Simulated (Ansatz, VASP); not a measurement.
Two plane-wave programs on Zr

```
CELL_PARAMETERS angstrom
3.18343 0.00000 0.00000
-1.59172 2.75693 0.00000
0.00000 0.00000 5.11763
ATOMIC_POSITIONS crystal
Zr 0.33333 0.66667 0.25000
Zr 0.66667 0.33333 0.75000
```

Alike in both runs: functional PBEsol; k mesh 15 × 15 × 8; occupations gaussian, width 0.1 eV; no spin polarisation.

Ansatz relaxed the structure, and its values are those at the end. VASP's run is a single point on that final structure, the one shown.

|  | VASP | Ansatz |
| --- | --- | --- |
| version | VASP 6.6.1 | Ansatz 0.2.0 |
| potentials or method | VASP PAW PBE potentials, release 64 (Zr_sv) | scalar-relativistic, plane waves, PAW |
| plane-wave cutoff (eV) | 520 | 420 |
| valence electrons in the cell | 24 | 24 |

```tsv
	VASP	Ansatz	Ansatz less VASP
gap on the k mesh at the Fermi level (eV)	none	none	-
pressure (GPa)	0.1	0.0	-0.06
```

A gap of «none» marks a metal or a gap that the smearing closes.

Caveats: the PAW data sets were made with another functional, which shifts forces and pressure a little (VASP).
